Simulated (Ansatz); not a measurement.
**Si: changing the functional**

```
Si
1.0
    -3.32544    3.32544    1.92239
     3.32544   -3.32544    1.92239
     3.32544    3.32544   -1.92239
Si
4
Direct
  0.82120 0.17880 0.00000
  0.17880 0.82120 0.00000
  0.82120 0.82120 0.64240
  0.17880 0.17880 0.35760
```

This isn't the form of Si at room conditions, which is diamond.

Kept alike: task equation of state; k mesh 8 × 8 × 8; occupations fermi-dirac, width 0.05 eV; no spin polarisation. Program: Ansatz, Ansatz PAW. Cutoffs run from 420 to 500 eV. The mesh is that of the run's cell of 4 atoms. No spin-orbit coupling.

| functional | volume (Å³/atom) | bulk modulus (GPa) |
| --- | --- | --- |
| LDA | 20.802 | 88.9 |
| PBEsol | 21.177 | 86.3 |
| r2SCAN | 21.280 | 89.4 |

Volume and modulus come from cells scaled at fixed shape and fractions; off cubic symmetry such a modulus can lie above the relaxed one. All rows use potentials made for PBE.

Q: What does the functional change here?

A: The volume runs from 20.802 (LDA) to 21.280 Å³/atom (r2SCAN). The bulk modulus runs from 86.3 (PBEsol) to 89.4 GPa (r2SCAN).
